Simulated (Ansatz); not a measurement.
Structure: RuSi (P2_13) from a database structure, at its r2SCAN minimum. Space group P2_13 (No. 198), cubic; conventional cell a = 4.705 Å, 13.02 Å³ an atom. Si is surrounded by 7 Ru at 2.38–2.70 Å; Ru is surrounded by 7 Si at 2.38–2.70 Å.

```
CELL_PARAMETERS angstrom
4.70482 0.00000 0.00000
0.00000 4.70482 0.00000
0.00000 0.00000 4.70482
ATOMIC_POSITIONS crystal
Si 0.16242 0.33758 0.66242
Si 0.33758 0.66242 0.16242
Si 0.66242 0.16242 0.33758
Si 0.83758 0.83758 0.83758
Ru 0.87060 0.62940 0.37060
Ru 0.62940 0.37060 0.87060
Ru 0.37060 0.87060 0.62940
Ru 0.12940 0.12940 0.12940
```

The questions ask for values computed with Ansatz 0.2.0 on this geometry. The values are computed, non-magnetic, and not measurements.

Q: What gap does LDA give, and where are the band edges?

A: With LDA the valence top lies at Γ–X (0.44 of the way from Γ) and the conduction bottom at k = (0, 0.232, 0.297), 0.21 eV higher; the smallest vertical gap, at k = (0, 1/6, 1/3), is 0.32 eV.

Q: Estimate the gap with PBE+SOC on 6×6×6.

A: With PBE+SOC the valence top lies at Γ–X (0.44 of the way from Γ) and the conduction bottom at k = (0, 0.232, 0.297), 0.16 eV higher; the smallest vertical gap, at k = (0, 1/6, 1/3), is 0.26 eV. The gap differs by -0.05 eV from LDA's.

Q: What does PBE0 give for the gap (4×4×4 mesh)?

A: The PBE0 gap is indirect, 1.42 eV (Γ–X (0.50 of the way from Γ) to k = (0, 1/6, 1/3)), below the direct gap of 1.63 eV at k = (0, 1/6, 1/3). The gap differs by +1.21 eV from LDA's.

Q: Estimate the gap with r2SCAN0 on 4×4×4.

A: With r2SCAN0 the valence top lies at Γ–X (0.50 of the way from Γ) and the conduction bottom at k = (0, 1/6, 1/3), 1.50 eV higher; the smallest vertical gap, at Γ–X (0.50 of the way from Γ), is 1.72 eV. The gap differs by +1.29 eV from LDA's.

Q: Relaxed again with PBEsol, is the cell stable at the zone centre, and where do its optical modes lie?

A: All optical modes at Γ are real, from 163 to 445 cm⁻¹ without the longitudinal term; this says nothing of other wave vectors. With the long-range field the highest mode reaches 458 cm⁻¹. By the program's warning the force constants, and with them frequencies and ε⁰, aren't converged on this mesh.

Q: What do these levels agree on?

A: Among these functionals the gap stays indirect.

Only the levels marked +SOC include spin-orbit coupling.

Where an edge lies off the special points, it is a point of the mesh or the k point where a search put PBE's edge or least direct gap, reused for the other functionals, whose own edges may lie a little apart.

Coordinates of k points refer to the reciprocal vectors of the primitive cell of the runs.

The meshes of the hybrids are coarse, so their gaps aren't converged to the digits shown.

PBE's own run along the path (0.24 eV) came before the search for the edges and missed one, so it isn't listed.
